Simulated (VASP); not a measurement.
**H12CO8: single point with PBE+D3(BJ)**

Crystal: H12CO8.

```
O H C
1.0
     6.26583    0.00000    0.00000
     0.00000    6.26583    0.00000
     0.00000    0.00000    6.26583
O H C
8 12 1
Direct
  0.10386 0.59555 0.95286
  0.85550 0.16614 0.39795
  0.23738 0.90210 0.31429
  0.56385 0.32862 0.17835
  0.32569 0.09850 0.82569
  0.83742 0.54295 0.60734
  0.63492 0.95019 0.86469
  0.63230 0.72097 0.15367
  0.02897 0.52625 0.81669
  0.23681 0.64459 0.89329
  0.72166 0.16185 0.33102
  0.94419 0.04702 0.35039
  0.20165 0.98846 0.18968
  0.16328 0.76545 0.28928
  0.56973 0.48466 0.15473
  0.52612 0.27924 0.03920
  0.35157 0.13395 0.68061
  0.20522 0.20042 0.83497
  0.85885 0.39885 0.56984
  0.85179 0.60236 0.47405
  0.63897 0.82238 0.99910
```

The cell was built by a generator and needn't be a form met in nature.

```yaml
Program: VASP 6.6.1
Task: single point
Functional: PBE
Dispersion: D3(BJ)
Potentials_or_basis: VASP PAW PBE potentials, release 64 (O, H, C)
Cutoff: 520 eV
k_mesh: 1 × 1 × 1
Occupations: fermi-dirac, width 0.02 eV
Spin: no spin polarisation
```

```yaml
Pressure: 4.0 GPa
Largest_force: 3.359 eV/Å
Band_gap_on_the_k_mesh: 3.94 eV, direct
Dispersion_energy_per_atom: -0.035 eV
```

Forces on the atoms (eV/Å):
```
O   -1.220 -1.589 -1.657
O    2.518 -0.483  1.460
O   -0.703 -0.246  0.040
O   -0.578  0.480  0.105
O   -2.587  1.844  0.643
O   -0.311  0.277  3.267
O    1.643 -0.756 -0.636
O    0.336 -0.908  1.677
H    0.711  1.724  1.923
H    0.360  0.329 -0.211
H   -1.839  0.329 -1.227
H   -0.007  0.162  0.401
H    0.272 -0.134 -0.106
H    0.421  0.343 -0.180
H    0.092 -0.859  0.642
H   -0.498 -0.830 -0.967
H    1.034 -0.492 -1.662
H   -0.054 -0.403  0.844
H   -0.030 -2.612 -0.513
H    0.200  1.903 -2.761
C    0.240  1.921 -1.083
```

Stress tensor (GPa, compression positive):
```
 4.08 -1.14  0.17
-1.14  4.35 -2.37
 0.17 -2.37  3.67
```

Levels at points of the mesh, in eV from the valence-band top:
```
           k point  band 29  band 30  band 31  band 32  band 33  band 34  band 35  band 36
(0.00, 0.00, 0.00)    -0.89    -0.70    -0.44     0.00     3.94     5.54     5.97     7.32
```

Wall time 20 s on 1 thread of Intel(R) Xeon(R) Platinum 8488C (Sapphire Rapids), with other jobs on the host, peak memory 0.32 GiB.

Caveat: the standard files for N, O and F lose accuracy on very short bonds. PBE gaps usually lie below the measured ones, often by a third to a half.
